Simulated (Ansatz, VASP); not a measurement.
# One calculation of TePb, two programs

The input INCAR:

```
ALGO     = Fast           # electronic algorithm
EDIFF    = 1E-6           # SCF threshold, eV
EDIFFG   = -0.005         # ionic threshold
ENCUT    = 600            # plane-wave cutoff, eV
GGA      = PE             # functional
IBRION   = 2              # ionic algorithm
ISIF     = 3              # what is computed and relaxed
ISMEAR   = 0              # smearing method
LASPH    = True           # aspherical terms in the spheres
LCHARG   = False          # write CHGCAR
LREAL    = False          # projectors in reciprocal space
LWAVE    = False          # write WAVECAR
NELM     = 100            # most SCF steps
NSW      = 100            # ionic steps
PREC     = Accurate       # precision mode
SIGMA    = 0.02           # smearing width, eV
```

The input KPOINTS:

```
k-points
0
Gamma
  8 8 8
```

POSCAR

```
TePb
1.0
    0.0000000000      3.2310000000      3.2310000000
    3.2310000000      0.0000000000      3.2310000000
    3.2310000000      3.2310000000      0.0000000000
Te Pb
1 1
Direct
    0.5000000000      0.5000000000      0.5000000000
    0.0000000000      0.0000000000      0.0000000000
```

Input for Ansatz:

```yaml
crystal:
  lattice:
    - [0.0, 3.231, 3.231]
    - [3.231, 0.0, 3.231]
    - [3.231, 3.231, 0.0]
  atoms:
    - { symbol: Te, position: [0.5, 0.5, 0.5] }
    - { symbol: Pb, position: [0.0, 0.0, 0.0] }
basis:
  ecutwfc: 420
kpoints:
  mp_grid: { grid: [8, 8, 8] }
hamiltonian:
  xc: pbe
scf:
  occupations: { method: gaussian, width: 0.02 }
output:
  forces: true
  stress: true
  eigenvalues: true
relax:
  adjacent_minimum: "off"
  f_tol: 0.005
  max_steps: 80
  cell: { stress_tol: 0.05 }
```

Alike in both runs: task relaxation of cell and atoms; functional PBE; k mesh 8 × 8 × 8; occupations gaussian, width 0.02 eV; no spin polarisation.

|  | VASP | Ansatz |
| --- | --- | --- |
| version | VASP 6.6.1 | Ansatz 0.2.0 |
| potentials or method | VASP PAW PBE potentials, release 64 (Te, Pb_d) | scalar-relativistic, plane waves, PAW |
| plane-wave cutoff (eV) | 600 | 420 |
| valence electrons in the cell | 20 | 30 |

VASP gave:

```
gap on the k mesh at the Fermi level, each at its own relaxed structure (eV) : 0.83
relaxed volume (Å³/atom)                                                     : 35.41
relaxed cell length with the largest relative difference (Å)                 : 4.644
energy change over the relaxation (meV/atom)                                 : -11
```

Q: Estimate Ansatz's values.

A: gap on the k mesh at the Fermi level, each at its own relaxed structure (eV): 0.83; relaxed volume (Å³/atom): 35.48; relaxed cell length with the largest relative difference (Å): 4.647; energy change over the relaxation (meV/atom): -11.

The two sets of potentials don't hold the same shells in valence.

Caveats: spin-orbit coupling is left out, which as a rule narrows the gap of such compounds by several tenths of an eV. A k mesh can miss the band edges. PBE usually gives volumes a little too large and moduli too small.
